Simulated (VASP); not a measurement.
# PtS2 (P-3m1) in VASP: further runs, part 2 of 2

VASP 6.6.1.

## Step 4: G0W0 quasiparticle levels, PBE

POSCAR

```
PtS2
1.0
    3.5432000000      0.0000000000      0.0000000000
   -1.7716000000      3.0685012107      0.0000000000
    0.0000000000      0.0000000000      5.0388000000
Pt S
1 2
Direct
    0.0000000000      0.0000000000      0.0000000000
    0.6666666667      0.3333333333      0.7730000000
    0.3333333333      0.6666666667      0.2270000000
```

INCAR.step1

```
PREC = Accurate
ENCUT = 450
EDIFF = 1E-8
ISMEAR = 0
SIGMA = 0.01
LREAL = F
LASPH = T
NELM = 60
ALGO = Normal
LWAVE = T
LCHARG = F
GGA = PE
```

INCAR.step2

```
PREC = Accurate
ENCUT = 450
EDIFF = 1E-8
ISMEAR = 0
SIGMA = 0.01
LREAL = F
LASPH = T
NELM = 1
ALGO = Exact
LWAVE = T
LCHARG = F
GGA = PE
NBANDS = 43
LOPTICS = T
ISTART = 1
```

INCAR.step3

```
PREC = Accurate
ENCUT = 450
EDIFF = 1E-8
ISMEAR = 0
SIGMA = 0.01
LREAL = F
LASPH = T
ALGO = EVGW0
LWAVE = F
LCHARG = F
GGA = PE
NELMGW = 1
NBANDS = 43
ENCUTGW = 200
NOMEGA = 48
PRECFOCK = Fast
ISTART = 1
NBANDSGW = 19
```

KPOINTS

```
Automatic mesh
0
Gamma
  3 3 2
```

Potentials or basis: VASP PAW PBE potentials, release 64 (Pt_GW, S_GW).

Launch:

```console
> cat potpaw_PBE.64/Pt_GW/POTCAR potpaw_PBE.64/S_GW/POTCAR > POTCAR
> cp INCAR.step1 INCAR
> mpirun -np 1 vasp_std > vasp.out
> cp INCAR.step2 INCAR
> mpirun -np 1 vasp_std > vasp.out
> cp INCAR.step3 INCAR
> mpirun -np 1 vasp_std > vasp.out
```

OUTCAR:

```text
PREC = Accurate
   ENCUT = 450
   EDIFF = 1E-8
   ISMEAR = 0
   LREAL = F
   LASPH = T
   GGA = PE
   NELMGW = 1
   ENCUTGW = 200
   PRECFOCK = Fast
   ISTART = 1

 Found      6 irreducible k-points:

 Following reciprocal coordinates:
            Coordinates               Weight
  0.000000  0.000000  0.000000      1.000000
  0.333333 -0.000000  0.000000      6.000000
  0.333333  0.333333  0.000000      2.000000
  0.000000  0.000000  0.500000      1.000000
  0.333333 -0.000000  0.500000      6.000000
  0.333333  0.333333  0.500000      2.000000
   k-points           NKPTS =      6   k-points in BZ     NKDIM =     18   number of bands    NBANDS=     43
[... 57 lines left out ...]
   ENCUTGW             = 200.0    cutoff for response function in eV
   ENCUTGWSOFT         = 160.0    soft cutoff for Coulomb kernel in GW response function in eV
   ENCUTLF             =  -1.0    cutoff for local field effects
   NELMGW              =     1    number of iterations in solving QP/BSE equation
   NELMHF              =     1    number of iterations in the inner HF iteration
   NKREDLFX            =     1    NKREDLFY  =   1   NKREDLFZ  =   1
 non-spin polarized calculation
 Gauss-broadening in eV      SIGMA  =   0.01
  energy-cutoff  :      450.00
  volume of cell :       54.78
 maximum number of plane-waves:      1206
 NGX is ok and might be reduce to    28
  NGX = 14; NGY = 14; NGZ = 20
   NGX = 13   NGY = 13   NGZ = 17
 maximum number of plane-waves:       355

 QP shifts <psi_nk| G(iteration)W_0 |psi_nk>: iteration 1
 for sc-GW calculations column KS-energies equals QP-energies in previous step
 and V_xc(KS)=  KS-energies - (<T + V_ion + V_H > + <T+V_H+V_ion>^1  + <V_x>^1)

 k-point   1 :       0.0000    0.0000    0.0000
  band No.  KS-energies  QP-energies   sigma(KS)   V_xc(KS)     V^pw_x(r,r')   Z            occupation Imag(sigma)

      1      -8.8583      -8.6536     -12.8537     -13.1655     -21.5013       0.6566       2.0000       1.6580
      2      -5.6146      -5.5912     -13.9845     -14.0187     -21.2108       0.6817       2.0000       1.0746
      3      -0.3200      -0.1850     -12.9609     -13.1494     -18.0534       0.7161       2.0000       0.5158
      4      -0.3200      -0.1850     -12.9609     -13.1494     -18.0534       0.7161       2.0000       0.5158
      5      -0.2003      -0.3149     -12.1497     -11.9905     -17.6611       0.7197       2.0000       0.7943
      6       2.7428       2.8461     -12.7809     -12.9259     -18.0349       0.7129       2.0000       0.3305
[... 113 lines left out ...]
      5       0.2052       0.2300     -12.7555     -12.7892     -17.2706       0.7379       2.0000       0.5627
      6       2.3307       2.5167     -13.0128     -13.2671     -17.4454       0.7313       2.0000       0.3932
[... 11 lines left out ...]
     18      17.2992      18.2866      -9.8663     -11.1543      -5.1629       0.7666       0.0000      -0.3646
     19      17.2992      18.2866      -9.8663     -11.1543      -5.1629       0.7666       0.0000      -0.3646
```

OUTCAR.step1:

```text
PREC = Accurate
   ENCUT = 450
   EDIFF = 1E-8
   ISMEAR = 0
   LREAL = F
[... 218 lines left out ...]
      0.00000      0.00000      0.00000         0.000000      0.000000      0.000000
      1.77160      1.02283      3.89499        -0.000000      0.000000     -1.151666
     -0.00000      2.04567      1.14381        -0.000000      0.000000      1.151666
 -----------------------------------------------------------------------------------
    total drift:                                0.000000     -0.000000      0.000000

  FREE ENERGIE OF THE ION-ELECTRON SYSTEM (eV)
  ---------------------------------------------------
  free  energy   TOTEN  =       -15.3524392700 eV

  energy  without entropy=      -15.3524392700  energy(sigma->0) =      -15.35243927
```

OUTCAR.step2:

```text
PREC = Accurate
   ENCUT = 450
   EDIFF = 1E-8
   ISMEAR = 0
   LREAL = F
[... 601 lines left out ...]
     0.00000    14.09518    14.09518     8.74758    -0.00000    -0.00000     0.00000
     0.58257    14.49780    14.49780     8.91938    -0.00000    -0.00000     0.00000
     1.16514    15.97371    15.97371     9.53950    -0.00000    -0.00000     0.00000
     1.74771    19.98151    19.98151    11.15828    -0.00000    -0.00000     0.00000
     2.33028    33.46721    33.46721    17.97173    -0.00000    -0.00000     0.00000
     2.91284     6.92147     6.92147     4.93318     0.00000    -0.00000     0.00000
[... 92 lines left out ...]
    57.09175     0.82720     0.82720     0.82336     0.00000     0.00000    -0.00000
    57.67431     0.83114     0.83114     0.82744     0.00000     0.00000    -0.00000
```

It took 98 s on 1 thread of Intel Xeon Platinum 8488C (Sapphire Rapids), shared host; peak memory 0.36 GiB.

The run converged, but some of its settings lie outside the range that counts as converged, so its numbers aren't taken as properties of the crystal.

Results:

```
Band gap on the k mesh, mean-field level : 1.18 eV, indirect (least direct gap 2.40 eV)
Quasiparticle gap                        : 1.86 eV
Least direct quasiparticle gap           : 3.18 eV
```

Caveat: the k mesh is coarse (spacing up to 0.68 Å⁻¹), so the values aren't converged; bands, screening cutoff and mesh are small and nothing is extrapolated, so the quasiparticle values aren't converged; spin-orbit coupling is left out, which moves the levels of the heavy elements; an odd mesh through Γ misses points on the zone boundary, where band edges often lie.

## Step 5: G0W0 quasiparticle levels, PBE

POSCAR is that of step 4.

INCAR.step1 is that of step 4.

INCAR.step2 is that of step 4.

INCAR.step3, as its differences from that of step 4:

```diff
@@ -13,3 +13,3 @@
 NBANDS = 43
-ENCUTGW = 200
+ENCUTGW = 260
 NOMEGA = 48
```

KPOINTS is that of step 4.

Potentials or basis: VASP PAW PBE potentials, release 64 (Pt_GW, S_GW).

Launch:

```console
> cat potpaw_PBE.64/Pt_GW/POTCAR potpaw_PBE.64/S_GW/POTCAR > POTCAR
> cp INCAR.step1 INCAR
> mpirun -np 1 vasp_std > vasp.out
> cp INCAR.step2 INCAR
> mpirun -np 1 vasp_std > vasp.out
> cp INCAR.step3 INCAR
> mpirun -np 1 vasp_std > vasp.out
```

OUTCAR:

```text
PREC = Accurate
   ENCUT = 450
   EDIFF = 1E-8
   ISMEAR = 0
   LREAL = F
   LASPH = T
   GGA = PE
   NELMGW = 1
   ENCUTGW = 260
   PRECFOCK = Fast
   ISTART = 1

 Found      6 irreducible k-points:

 Following reciprocal coordinates:
            Coordinates               Weight
  0.000000  0.000000  0.000000      1.000000
  0.333333 -0.000000  0.000000      6.000000
  0.333333  0.333333  0.000000      2.000000
  0.000000  0.000000  0.500000      1.000000
  0.333333 -0.000000  0.500000      6.000000
  0.333333  0.333333  0.500000      2.000000
   k-points           NKPTS =      6   k-points in BZ     NKDIM =     18   number of bands    NBANDS=     43
[... 57 lines left out ...]
   ENCUTGW             = 260.0    cutoff for response function in eV
   ENCUTGWSOFT         = 208.0    soft cutoff for Coulomb kernel in GW response function in eV
   ENCUTLF             =  -1.0    cutoff for local field effects
   NELMGW              =     1    number of iterations in solving QP/BSE equation
   NELMHF              =     1    number of iterations in the inner HF iteration
   NKREDLFX            =     1    NKREDLFY  =   1   NKREDLFZ  =   1
 non-spin polarized calculation
 Gauss-broadening in eV      SIGMA  =   0.01
  energy-cutoff  :      450.00
  volume of cell :       54.78
 maximum number of plane-waves:      1206
 NGX is ok and might be reduce to    28
  NGX = 14; NGY = 14; NGZ = 20
   NGX = 13   NGY = 13   NGZ = 17
 maximum number of plane-waves:       528

 QP shifts <psi_nk| G(iteration)W_0 |psi_nk>: iteration 1
 for sc-GW calculations column KS-energies equals QP-energies in previous step
 and V_xc(KS)=  KS-energies - (<T + V_ion + V_H > + <T+V_H+V_ion>^1  + <V_x>^1)

 k-point   1 :       0.0000    0.0000    0.0000
  band No.  KS-energies  QP-energies   sigma(KS)   V_xc(KS)     V^pw_x(r,r')   Z            occupation Imag(sigma)

      1      -8.8583      -8.6536     -12.8536     -13.1655     -21.5013       0.6565       2.0000       1.6587
      2      -5.6146      -5.5926     -13.9864     -14.0187     -21.2108       0.6816       2.0000       1.0746
      3      -0.3200      -0.1784     -12.9517     -13.1494     -18.0534       0.7163       2.0000       0.5257
      4      -0.3200      -0.1784     -12.9517     -13.1494     -18.0534       0.7163       2.0000       0.5257
      5      -0.2003      -0.3164     -12.1517     -11.9905     -17.6611       0.7199       2.0000       0.7947
      6       2.7428       2.8467     -12.7800     -12.9259     -18.0349       0.7125       2.0000       0.3310
[... 113 lines left out ...]
      5       0.2052       0.2293     -12.7565     -12.7892     -17.2706       0.7378       2.0000       0.5614
      6       2.3307       2.5209     -13.0066     -13.2671     -17.4454       0.7302       2.0000       0.3950
[... 11 lines left out ...]
     18      17.2992      18.2849      -9.8687     -11.1543      -5.1629       0.7667       0.0000      -0.3663
     19      17.2992      18.2849      -9.8687     -11.1543      -5.1629       0.7667       0.0000      -0.3663
```

Run time: 2.5 min. Hardware: 1 thread of Intel Xeon Platinum 8488C (Sapphire Rapids), shared host; peak memory 0.58 GiB.

The run converged, but some of its settings lie outside the range that counts as converged, so its numbers aren't taken as properties of the crystal.

Results:

| Quantity | Value |
| --- | --- |
| Band gap on the k mesh, mean-field level | 1.18 eV, indirect (least direct gap 2.40 eV) |
| Quasiparticle gap | 1.87 eV |
| Least direct quasiparticle gap | 3.19 eV |

Caveat: the k mesh is coarse (spacing up to 0.68 Å⁻¹), so the values aren't converged; bands, screening cutoff and mesh are small and nothing is extrapolated, so the quasiparticle values aren't converged; spin-orbit coupling is left out, which moves the levels of the heavy elements; an odd mesh through Γ misses points on the zone boundary, where band edges often lie.
